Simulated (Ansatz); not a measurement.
Crystal: PbS.

```
Pb S
1.0
     4.08970    0.00000    0.00000
    -2.04485    3.54178    0.00000
     0.00000    0.00000    3.78817
Pb S
1 1
Direct
  0.00000 0.00000 0.00000
  0.66667 0.33333 0.50000
```

Measurements of this composition are mostly on another form, of space group No. 225.

Base run:

- Program: Ansatz 0.2.0
- Functional: PBE
- Potentials or basis: Ansatz PAW
- Cutoff: 420 eV (not typed: the program's choice for these potentials)
- k mesh: 8 × 8 × 7
- Occupations: fermi-dirac, width 0.05 eV
- Spin: no spin polarisation

Its results: pressure 0.0 GPa.

Problem. The run is repeated on the same cell with these changes: functional from PBE to HSE06 form with a typed share of exact exchange; k mesh from 8 × 8 × 7 to 4 × 4 × 4. What comes out?

Solution. Pressure -0.9 GPa.

Several settings changed at once, so the effect can't be laid on one alone.

Caveats: some runs use coarse meshes; the PAW data sets come from PBE, with cores solved anew for the run's functional, which leaves a small shift of forces and pressure (some runs); the thresholds are loose for stress (some runs).
